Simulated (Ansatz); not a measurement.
Runs of Ansatz 0.2.0 on Ir. The structure is cubic, space group Fm-3m (No. 225). Conventional cell: a = 3.831 Å, b = 3.831 Å, c = 3.831 Å, α = 90.00°, β = 90.00°, γ = 90.00°. Ir (site symmetry m-3m) is surrounded by 12 Ir at 2.71 Å. 

```tsv
task	level	potentials or basis	spin	cell	k mesh	cutoff (eV)	smearing	basis error allowed	mesh quality	gap on the mesh (eV)	pressure (GPa)
elastic constants	PBE	all-electron LAPW, scalar-relativistic	off	as given	9 × 9 × 9	306	fermi-dirac 0.05 eV	0.001 eV/atom	coarse	none	11.0
relaxation of cell and atoms	RPBE+D3(BJ)	all-electron LAPW, scalar-relativistic	off	relaxed	12 × 12 × 12	-	fermi-dirac 0.05 eV	0.001 eV/atom	not flagged	-	0.0
band structure	LDA	all-electron LAPW, relativistic spinors	SOC, no magnetisation	as given	9 × 9 × 9	284	fermi-dirac 0.05 eV	0.001 eV/atom	coarse	-	-6.0
single point	PBE	all-electron LAPW, scalar-relativistic	off	as given	12 × 12 × 12	284	gaussian 0.021 eV	0.001 eV/atom	not flagged	none	11.0
single point	PBE	all-electron LAPW, scalar-relativistic	off	as given	7 × 7 × 7	263	fermi-dirac 0.06 eV	0.002 eV/atom	coarse	none	(a)
```

Question: Fill in the values left out.

Answer: (a) 10.3.

Caveats: some runs use coarse meshes; the k mesh is thin for a metal, which can move the energy by tens of meV per atom (some runs); a metal's response needs a denser mesh (some runs); the cell is more than 3 GPa from zero pressure, which shifts response properties (some runs); elastic constants of metals need much finer meshes, so these are rough (some runs).

A k mesh can miss the band edges, and rows without SOC leave out spin-orbit coupling on Ir.

A gap of «none» marks a metal or a gap under the smearing width.
